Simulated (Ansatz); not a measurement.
Here is an unrelaxed guess for Pt.

```cif
data_structure
_symmetry_space_group_name_H-M 'P 1'
_symmetry_Int_Tables_number 1
_cell_length_a 5.0365
_cell_length_b 5.0365
_cell_length_c 5.0365
_cell_angle_alpha 60.000
_cell_angle_beta 60.000
_cell_angle_gamma 60.000
_cell_volume 90.34
loop_
_atom_site_label
_atom_site_type_symbol
_atom_site_fract_x
_atom_site_fract_y
_atom_site_fract_z
_atom_site_occupancy
Pt1 Pt 0.12500 0.62500 0.12500 1
Pt2 Pt 0.12500 0.12500 0.62500 1
Pt3 Pt 0.12500 0.12500 0.12500 1
Pt4 Pt 0.62500 0.12500 0.12500 1
Pt5 Pt 0.50000 0.50000 0.50000 1
Pt6 Pt 0.75000 0.75000 0.75000 1
```

These are results of DFT PBE, scalar-relativistic, plane waves, PAW (Ansatz 0.2.0), not measurements. Settings: cutoff 420 eV, Γ-centred mesh 4×4×4 on the computed 6-atom cell, Gaussian smearing of 0.10 eV; no spin polarisation.

Energies count from the standard state of Pt at the same level.

Question: Estimate its pressure, forces and energy as it stands.

Answer: The pressure is 30.7 GPa (it wants to expand), the largest force is 0.00 eV/Å (symmetry fixes the atoms), and the energy is +0.55 eV/atom against the standard state. The shortest distance is 2.52 Å.

Question: Is it a good guess?

Answer: A fair one: relaxing gains about 0.19 eV/atom (the start's value is from the coarse mesh, so the gain is rough) in 9 ionic steps and ends at +0.36 eV/atom on the finer mesh. The symmetry stays Fd-3m (No. 227). The volume per atom grows by 11.0 %, from 15.1 to 16.7 Å³. The shortest distance goes from 2.52 Å (Pt–Pt) to 2.61 Å (Pt–Pt). Conventional cell: a = 7.375 Å. Pt on a site of symmetry -3m has 6 Pt at 2.61 Å and 6 Pt at 3.06 Å; around Pt on a site of symmetry -43m lie 16 Pt at 3.06–3.19 Å.

The last run used a 10×10×10 mesh for its 6-atom cell and Gaussian smearing of 0.10 eV. Spin–orbit coupling, which can matter for Pt, is left out. The relaxation can't lower the symmetry of the start, and the grade says only how near the guess is to its own end. Symmetry constrained the relaxation, so the result can be a saddle point.
